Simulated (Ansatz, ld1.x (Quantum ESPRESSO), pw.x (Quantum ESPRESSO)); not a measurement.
## Equation-of-state test of one ultrasoft potential (molybdenum)

| Item | Value |
| --- | --- |
| Element | molybdenum |
| Generator | ld1.x (Quantum ESPRESSO) 7.5 |
| Type | ultrasoft |
| Functional | PBEsol |
| Relativity | scalar-relativistic |
| Frozen core | [Ar] 3d10 |
| Valence charge | 14 |
| Reference configuration | 4s2 4p6 4d5 5s1 5p0 |
| Partial waves | 4s (bound): rcut 1.65, rcutus 2.10 bohr; 5s (bound): rcut 1.65, rcutus 2.10 bohr; 4p (bound): rcut 1.95, rcutus 2.25 bohr; 5p (bound, empty): rcut 1.95, rcutus 2.25 bohr; 4d (bound): rcut 1.85, rcutus 2.15 bohr; 4d channel at 0.5 Ry: rcut 1.85, rcutus 2.15 bohr |
| Local potential | all-electron potential smoothed inside 1.65 bohr (lloc = -2) |
| Core correction | Bessel-smoothed model core inside 1.20 bohr |
| Augmentation charge | PSQ, inside the norm-conserving radii |

Atomic tests: cutoffs needed: 21 Ry and 40 Ry (the cutoffs (Ry, on a coarse ladder) from which the occupation-weighted sum of valence levels, in a spherical-Bessel basis at the reference potential, stays within 10 and 1 mRy of its value at 400 Ry); ghost test: no extra level below or beside the all-electron valence levels (s, p, d, f tested) (spherical-Bessel basis up to 400 Ry, 20 bohr box); configuration tests: test run stopped at test 3 of 7 (negative rho), 1 before it not solved.

Crystal test: fcc Mo in pw.x 7.5, no spin, 14³ k-points, Fermi–Dirac smearing 0.01 Ry, cutoffs 50/400 Ry. The reference is all-electron LAPW (Ansatz 0.2.0) with the same functional, mesh and smearing; V0 and B0 come from Birch–Murnaghan fits to the pressures at five volumes. Errors are pseudo minus all-electron; Δ is the rms difference of the E(V) curves that follow from these fits, minima aligned, over ±6 % about the mean V0. Mesh and smearing are coarse, so the numbers serve the comparison and aren't converged zero-temperature values; the lattice is a test structure that the element need not adopt.

| V (Å³/atom) | P all-electron (GPa) | P pseudo (GPa) |
| --- | --- | --- |
| 14.770 | 14.63 | 16.68 |
| 15.158 | 6.95 | 8.55 |
| 15.547 | 0.18 | 1.41 |
| 15.936 | -5.80 | -4.87 |
| 16.324 | -11.08 | -10.42 |

All-electron: a0 = 3.963 Å (V0 = 15.56 Å³/atom), B0 = 253.7 GPa.

Pseudopotential: mean pressure error (GPa): +1.30; a0 (Å): 3.969; a0 error (%): +0.15; B0 error (%): +3.3; Δ (meV/atom): 4.3. Atomic configuration tests: test run stopped at test 3 of 7 (negative rho), 1 before it not solved.

**Question.** At the middle volume, how do free energy and pressure move when the wave cutoff is lowered (ecutrho held at 400 Ry)?

**Answer.**

| cutoff (Ry) | shift of F (meV/atom) | shift of P (GPa) |
| --- | --- | --- |
| 22 | +368.7 | -18.81 |
| 30 | +48.9 | -0.42 |
| 40 | +7.4 | -0.68 |

The run at the middle volume (104 k-points, 11 iterations) took about 19 s on one core of a shared host (Neoverse-V1, 32 threads, 247 GiB, load 11).
